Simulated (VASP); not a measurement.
# TiO2 (P1) in VASP: a series of runs, part 2 of 2

VASP 6.6.1.

**6. Single point, PBE**

The input, INCAR:

```
  ADDGRID = False
  ALGO = Normal
  EDIFF = 1E-7
  ENCUT = 460
  GGA = PE
  ISIF = 2
  ISMEAR = 0
  LASPH = True
  LCHARG = False
  LREAL = False
  LWAVE = False
  NBANDS = 33
  NELM = 100
  PREC = Accurate
  SIGMA = 0.05
```

The input, KPOINTS:

```
k-points
0
Gamma
  7 7 11
```

The input, POSCAR:

```
TiO2
1.0
    4.5998373239      0.0000000000      0.0000000000
    0.0000000000      4.5998373239      0.0000000000
    0.0000000000      0.0000000000      2.9592135600
Ti O
2 4
Direct
    0.0158320000      0.0032400000      0.4722370000
    0.5214710000      0.5093840000      0.0048770000
    0.3233600000      0.3195450000      0.4593590000
    0.1957040000      0.8057180000      0.0434810000
    0.7872850000      0.2085030000     -0.0059320000
    0.6699180000      0.6742240000      0.5240680000
```

Potentials or basis: VASP PAW PBE potentials, release 64 (Ti_sv, O).

Command:

```sh
$ cat potpaw_PBE.64/Ti_sv/POTCAR potpaw_PBE.64/O/POTCAR > POTCAR
$ mpirun -np 1 vasp_std > vasp.out
```

OUTCAR:

```text
EDIFF = 1E-7
   ENCUT = 460
   GGA = PE
   ISIF = 2
   ISMEAR = 0
   LASPH = True
   LREAL = False
   NELM = 100
   PREC = Accurate

 Found    270 irreducible k-points:

 Following reciprocal coordinates:
            Coordinates               Weight
  0.000000  0.000000  0.000000      1.000000
  0.142857  0.000000  0.000000      2.000000
  0.000000  0.142857  0.000000      2.000000
  0.285714  0.000000  0.000000      2.000000
  0.000000  0.285714  0.000000      2.000000
  0.428571  0.000000  0.000000      2.000000
   k-points           NKPTS =    270   k-points in BZ     NKDIM =    270   number of bands    NBANDS=     33
   number of dos      NEDOS =    301   number of ions     NIONS =      6
   total plane-waves  NPLWV =  24576
   dimension x,y,z NGX =    32 NGY =   32 NGZ =   24
   dimension x,y,z NGXF=    64 NGYF=   64 NGZF=   48
   ions per type =               2   4
   NGX,Y,Z   is equivalent  to a cutoff of  11.57, 11.57, 13.48 a.u.
   NGXF,Y,Z  is equivalent  to a cutoff of  23.13, 23.13, 26.97 a.u.
 SYSTEM =  unknown system
   PREC   = accura    normal or accurate (medium, high low for compatibility)
   ISTART =      0    job   : 0-new  1-cont  2-samecut
[... 60 lines left out ...]
 fundamental gap:      1.8380564765
 Fermi energy:         5.2706870302

 k-point     1 :       0.0000    0.0000    0.0000
  band No.  band energies     occupation
      1     -52.2827      2.00000
      2     -51.4325      2.00000
      3     -28.5792      2.00000
      4     -28.4373      2.00000
      5     -28.4043      2.00000
      6     -27.8261      2.00000
[... 205 lines left out ...]
     32      10.6973      0.00000
     33      12.0527      0.00000

 [... further k-points ...]

------------------------ aborting loop because EDIFF is reached ----------------------------------------

  FORCE on cell =-STRESS in cart. coord.  units (eV):
  Direction    XX          YY          ZZ          XY          YZ          ZX
  --------------------------------------------------------------------------------------
  -------------------------------------------------------------------------------------
  Total        4.9348039      5.4856185      7.9158937     -0.2420780     -0.4093031     -3.1664904
  in kB      126.2755377    140.3702047    202.5579437     -6.1944781    -10.4735611    -81.0265803
  external PRESSURE =     156.4012287 kB  Pullay stress =       0.0000000 kB

 VOLUME and BASIS-vectors are now :
 -----------------------------------------------------------------------------
  energy-cutoff  :      460.00
  volume of cell :       62.61
      direct lattice vectors                 reciprocal lattice vectors
     4.599837324  0.000000000  0.000000000     0.217398993  0.000000000  0.000000000
     0.000000000  4.599837324  0.000000000     0.000000000  0.217398993  0.000000000
     0.000000000  0.000000000  2.959213560     0.000000000  0.000000000  0.337927622

 POSITION                                       TOTAL-FORCE (eV/Angst)
 -----------------------------------------------------------------------------------
      0.07282      0.01490      1.39745        -0.389683      2.033069      0.564727
      2.39868      2.34308      0.01443        -1.314909     -1.268607      0.600298
      1.48740      1.46986      1.35934        -3.360153     -2.812213      1.689340
      0.90021      3.70617      0.12867        -0.649207      0.292942     -1.578554
      3.62138      0.95908      2.94166         2.254161     -2.158974      0.518430
      3.08151      3.10132      1.55083         3.459790      3.913782     -1.794241
 -----------------------------------------------------------------------------------
    total drift:                                0.000149      0.000001      0.000370

  FREE ENERGIE OF THE ION-ELECTRON SYSTEM (eV)
  ---------------------------------------------------
  free  energy   TOTEN  =       -52.5769943910 eV

  energy  without entropy=      -52.5769943910  energy(sigma->0) =      -52.57699439
```

OSZICAR:

```text
N       E                     dE             d eps       ncg     rms          rms(c)
DAV:   1     0.635903297150E+03    0.63590E+03   -0.22850E+04 17820   0.160E+03
DAV:   2     0.261122039674E+02   -0.60979E+03   -0.56365E+03 19439   0.497E+02
DAV:   3    -0.638324666043E+02   -0.89945E+02   -0.88505E+02 24153   0.185E+02
DAV:   4    -0.695353374865E+02   -0.57029E+01   -0.56872E+01 26372   0.434E+01
DAV:   5    -0.697625666950E+02   -0.22723E+00   -0.22721E+00 23130   0.708E+00    0.345E+01
DAV:   6    -0.529512247117E+02    0.16811E+02   -0.72377E+01 24387   0.914E+01    0.125E+01
DAV:   7    -0.530297286229E+02   -0.78504E-01   -0.14522E+01 23032   0.368E+01    0.106E+01
DAV:   8    -0.525974581127E+02    0.43227E+00   -0.69663E-01 22588   0.108E+01    0.620E+00
DAV:   9    -0.527469528786E+02   -0.14949E+00   -0.90436E-01 26166   0.116E+01    0.402E+00
DAV:  10    -0.525788337658E+02    0.16812E+00   -0.34889E-01 22361   0.755E+00    0.795E-01
DAV:  11    -0.525770470951E+02    0.17867E-02   -0.21094E-02 23325   0.121E+00    0.410E-01
DAV:  12    -0.525777524147E+02   -0.70532E-03   -0.10608E-02 19959   0.716E-01    0.225E-01
DAV:  13    -0.525770150020E+02    0.73741E-03   -0.16262E-03 22523   0.320E-01    0.446E-02
DAV:  14    -0.525770128866E+02    0.21153E-05   -0.31671E-04 22820   0.120E-01    0.479E-02
DAV:  15    -0.525769975155E+02    0.15371E-04   -0.36048E-05 19937   0.400E-02    0.217E-02
DAV:  16    -0.525769956285E+02    0.18870E-05   -0.60627E-06 21595   0.158E-02    0.144E-02
DAV:  17    -0.525769943651E+02    0.12634E-05   -0.44657E-06 21173   0.146E-02    0.412E-03
DAV:  18    -0.525769943910E+02   -0.25931E-07   -0.48727E-07 18700   0.611E-03
   1 F= -.52576994E+02 E0= -.52576994E+02  d E =-.445070E-27
```

stdout:

```text
POSCAR found type information on POSCAR TiO
 POSCAR found :  2 types and       6 ions
 scaLAPACK will be used
 LDA part: xc-table for (Slater+PW92), standard interpolation
 POSCAR, INCAR and KPOINTS ok, starting setup
 FFT: planning ... GRIDC
 FFT: planning ... GRID_SOFT
 FFT: planning ... GRID
 WAVECAR not read
 entering main loop
```

It took 3.7 min on 1 thread of Intel Xeon Platinum 8488C (Sapphire Rapids), shared host; peak memory 0.44 GiB.

These settings aren't checked as converged: the numbers below hold their error.

What came out:

```
Free energy            : -52.5770 eV
Pressure               : 15.6 GPa
Largest force          : 5.523 eV/Å
Band gap on the k mesh : 1.84 eV, indirect (least direct gap 1.97 eV)
```

Caveat: the cutoff is under 1.25 times the usual one of these potentials, so pressure, stress and relaxed cells hold a basis-set (Pulay) error; an odd mesh through Γ misses points on the zone boundary, where band edges often lie.
